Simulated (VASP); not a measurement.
Here is a VASP 6.6.1 calculation.

Contents of POSCAR:

```
FeS2
1.0
    5.4178000000      0.0000000000      0.0000000000
    0.0000000000      5.4178000000      0.0000000000
    0.0000000000      0.0000000000      5.4178000000
Fe S
4 8
Direct
    0.0000000000      0.0000000000      0.0000000000
    0.5000000000      0.0000000000      0.5000000000
    0.5000000000      0.5000000000      0.0000000000
    0.0000000000      0.5000000000      0.5000000000
    0.3848200000      0.3848200000      0.3848200000
    0.1151800000      0.6151800000      0.8848200000
    0.8848200000      0.1151800000      0.6151800000
    0.6151800000      0.8848200000      0.1151800000
    0.6151800000      0.6151800000      0.6151800000
    0.8848200000      0.3848200000      0.1151800000
    0.1151800000      0.8848200000      0.3848200000
    0.3848200000      0.1151800000      0.8848200000
```

The input INCAR.step1:

```
SYSTEM = FeS2
PREC     = Accurate       ! precision mode
ENCUT    = 420            ! plane-wave cutoff, eV
EDIFF    = 1E-5           ! SCF threshold, eV
ISMEAR   = 0              ! smearing method
SIGMA    = 0.02           ! smearing width, eV
LREAL    = .False.        ! projectors in reciprocal space
LASPH    = .True.         ! aspherical terms in the spheres
NELM     = 100            ! most SCF steps
ALGO     = Normal         ! electronic algorithm
ISIF     = 2              ! what is computed and relaxed
LWAVE    = .True.         ! write WAVECAR
LCHARG   = .False.        ! write CHGCAR
NBANDS   = 52             ! bands
GGA      = PE             ! functional
```

The input INCAR.step2:

```
SYSTEM = FeS2
PREC     = Accurate       ! precision mode
ENCUT    = 420            ! plane-wave cutoff, eV
EDIFF    = 1E-6           ! SCF threshold, eV
ISMEAR   = 0              ! smearing method
SIGMA    = 0.02           ! smearing width, eV
LREAL    = .False.        ! projectors in reciprocal space
LASPH    = .True.         ! aspherical terms in the spheres
NELM     = 100            ! most SCF steps
ALGO     = Normal         ! electronic algorithm
ISIF     = 2              ! what is computed and relaxed
LWAVE    = .False.        ! write WAVECAR
LCHARG   = .False.        ! write CHGCAR
METAGGA  = MBJ            ! meta-GGA
NBANDS   = 52             ! bands
ISTART   = 1
```

Contents of KPOINTS:

```
Automatic mesh
0
Gamma
  6 6 6
  0 0 0
```

Potentials or basis: VASP PAW PBE potentials, release 64 (Fe, S).

The run is started by

```sh
$ cat potpaw_PBE.64/Fe/POTCAR potpaw_PBE.64/S/POTCAR > POTCAR
$ cp INCAR.step1 INCAR
$ mpirun -np 1 vasp_std > vasp.out
$ cp INCAR.step2 INCAR
$ mpirun -np 1 vasp_std > vasp.out
```

Task: What does it give for the band gap on the k mesh?

Result: 1.56 eV, direct.

 Spin polarisation is off, so any magnetic state and its effect on volume and gap are missing.

**The experiment to reproduce.**

From “Synthetic control over polymorph formation in the d-band semiconductor system FeS2”, 2021, pmc:8549780, for a bulk crystal of FeS2: band gap 0.87 eV.

Measured gap of FeS2: 0.87 eV (“Synthetic control over polymorph formation in the d-band semiconductor system FeS2”, 2021, pmc:8549780). This calculation gives 1.56 eV (+0.69 eV). The value is that of TB-mBJ on a finite k mesh, which can miss the band edges, without temperature or zero-point motion.
